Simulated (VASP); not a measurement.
## Te2Mo: optical spectrum with PBE

Te2Mo:

```
CELL_PARAMETERS angstrom
3.49568 0.00000 0.00000
-1.74784 3.02735 0.00000
0.00000 0.00000 13.69484
ATOMIC_POSITIONS crystal
Te 0.33333 0.66667 0.61724
Te 0.66667 0.33333 0.11724
Te 0.33333 0.66667 0.88276
Te 0.66667 0.33333 0.38276
Mo 0.33333 0.66667 0.25000
Mo 0.66667 0.33333 0.75000
```

```json
{
  "Program": "VASP 6.6.1",
  "Task": "optical spectrum",
  "Functional": "PBE",
  "Potentials or basis": "VASP PAW PBE potentials, release 64 (Te, Mo_sv)",
  "Cutoff": "520 eV",
  "k mesh": "9 × 9 × 2",
  "Occupations": "gaussian, width 0.03 eV",
  "Spin": "no spin polarisation",
  "Further INCAR settings": "ALGO = Normal; EDIFF = 1e-07; NBANDS = 58"
}
```

The pressure is 3.7 GPa. The largest force is 0.011 eV/Å and the band gap on the k mesh is 0.67 eV, indirect (least direct gap 1.03 eV).

Forces in eV/Å, atoms in the order of the input:
```
Te   0.000  0.000 -0.011
Te   0.000  0.000 -0.011
Te   0.000  0.000  0.011
Te   0.000  0.000  0.011
Mo   0.000  0.000  0.000
Mo   0.000  0.000  0.000
```

Levels at points of the mesh, in eV from the valence-band top:
```tsv
k point	band 22	band 23	band 24	band 25	band 26	band 27	band 28	band 29	band 30	band 31
(0.00, 0.00, 0.00)	-1.06	-1.01	-1.01	-0.17	0.00	2.87	2.87	3.06	3.06	3.07
(0.00, 0.00, 0.50)	-1.04	-1.04	-1.04	-0.05	-0.05	2.91	2.91	2.91	2.91	3.29
```

Dielectric function (mean over the directions given):
```csv
energy (eV),real part,imaginary part
0.28,20.03,0.20
0.93,23.98,1.92
1.58,27.95,14.54
2.22,17.12,14.15
2.97,10.67,17.19
3.61,5.97,22.56
4.26,-1.69,16.46
5.01,-6.27,12.01
5.65,-2.93,6.32
6.30,-2.85,6.45
7.04,-0.51,5.95
7.69,-0.55,5.80
8.34,-0.96,6.02
9.08,-2.64,4.95
9.73,-3.25,4.16
10.38,-2.78,2.47
11.03,-2.52,2.20
11.77,-1.80,2.00
12.42,-1.84,1.66
13.07,-1.72,1.39
13.81,-1.43,1.00
14.46,-1.33,0.82
15.11,-1.18,0.61
15.85,-0.88,0.47
16.50,-0.79,0.31
17.15,-0.55,0.22
17.89,-0.41,0.21
18.54,-0.33,0.13
19.19,-0.19,0.08
19.93,-0.05,0.05
```

It took 46 s on 4 MPI ranks on Intel(R) Xeon(R) 6975P-C (Granite Rapids) (shared host), peak memory 0.53 GiB a rank.

The gap isn't set beside the measured one, since this odd mesh misses points on the zone boundary.

Caveat: spectra need much finer meshes, so this one isn't converged; independent-particle spectra lack excitons; spin-orbit coupling is left out, which moves the levels of the heavy elements; an odd mesh through Γ misses points on the zone boundary, where band edges often lie; this functional lacks dispersion, which binds the layers, so the pressure and a relaxed spacing across them are unreliable.
